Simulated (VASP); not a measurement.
## TiO2: band structure with r2SCAN+rVV10

The system is TiO2.

```
Ti O
1.0
    -1.89198    1.89198    4.76445
     1.89198   -1.89198    4.76445
     1.89198    1.89198   -4.76445
Ti O
2 4
Direct
  0.00000 0.00000 0.00000
  0.75000 0.25000 0.50000
  0.20827 0.20827 0.00000
  0.95827 0.45827 0.50000
  0.54173 0.04173 0.50000
  0.79173 0.79173 0.00000
```

| Quantity | Value |
| --- | --- |
| Program | VASP 6.6.1 |
| Task | band structure |
| Functional | r2SCAN |
| Dispersion | rVV10 |
| Potentials or basis | VASP PAW PBE potentials, release 64 (Ti_sv, O) |
| Cutoff | 520 eV |
| k mesh | 10 × 10 × 10 |
| Occupations | gaussian, width 0.03 eV |
| Spin | no spin polarisation |
| Further INCAR settings | ALGO = Normal; EDIFF = 1e-07; NBANDS = 33 |

* Pressure: 0.1 GPa
* Band gap on the k mesh: 2.53 eV, indirect (least direct gap 2.88 eV)
* Band gap along the path: 2.51 eV, indirect (least direct gap 2.88 eV)

Levels at the corners of the path, in eV from the valence-band top:
```tsv
point	band 21	band 22	band 23	band 24	band 25	band 26	band 27	band 28
Γ	-0.81	-0.81	-0.50	-0.50	2.51	3.25	4.39	4.39
X	-2.13	-2.13	-0.05	-0.05	3.74	3.74	4.20	4.20
X	-2.13	-2.13	-0.05	-0.05	3.74	3.74	4.20	4.20
Y	-1.97	-1.97	-0.09	-0.09	3.71	3.71	4.15	4.15
Y	-1.97	-1.97	-0.09	-0.09	3.71	3.71	4.15	4.15
S	-1.26	-0.99	-0.95	-0.88	3.61	3.89	3.95	4.01
S	-1.26	-0.99	-0.95	-0.88	3.61	3.89	3.95	4.01
Γ	-0.81	-0.81	-0.50	-0.50	2.51	3.25	4.39	4.39
Γ	-0.81	-0.81	-0.50	-0.50	2.51	3.25	4.39	4.39
Z	-1.33	-1.33	-0.15	-0.15	2.87	2.87	4.19	4.19
Z	-1.33	-1.33	-0.15	-0.15	2.87	2.87	4.19	4.19
S1	-1.26	-0.99	-0.95	-0.88	3.61	3.89	3.95	4.01
S1	-1.26	-0.99	-0.95	-0.88	3.61	3.89	3.95	4.01
N	-1.99	-1.00	-0.90	-0.69	3.64	3.94	3.95	4.06
N	-1.99	-1.00	-0.90	-0.69	3.64	3.94	3.95	4.06
P	-1.66	-1.66	-0.24	-0.24	3.97	3.97	3.99	3.99
P	-1.66	-1.66	-0.24	-0.24	3.97	3.97	3.99	3.99
Y1	-1.97	-1.97	-0.09	-0.09	3.71	3.71	4.15	4.15
Y1	-1.97	-1.97	-0.09	-0.09	3.71	3.71	4.15	4.15
Z	-1.33	-1.33	-0.15	-0.15	2.87	2.87	4.19	4.19
X	-2.13	-2.13	-0.05	-0.05	3.74	3.74	4.20	4.20
P	-1.66	-1.66	-0.24	-0.24	3.97	3.97	3.99	3.99
```

Core levels (eV, on the scale of the bands):
| atom | levels |
| --- | --- |
| 1 Ti | 1s -4905.2, 2s -542.8, 2p -450.7 |
| 2 Ti | 1s -4905.2, 2s -542.8, 2p -450.7 |
| 3 O | 1s -513.7 |
| 4 O | 1s -513.7 |
| 5 O | 1s -513.7 |
| 6 O | 1s -513.7 |

Wall time 62 min on 1 × NVIDIA H100 80GB with 1 thread of AMD EPYC 7R13 Processor (Zen 3) (shared host), peak memory 1.6 GiB.

Caveat: the PAW data sets were made with another functional, which shifts forces and pressure a little. r2SCAN opens gaps a little over a GGA but as a rule still falls short of measured ones.
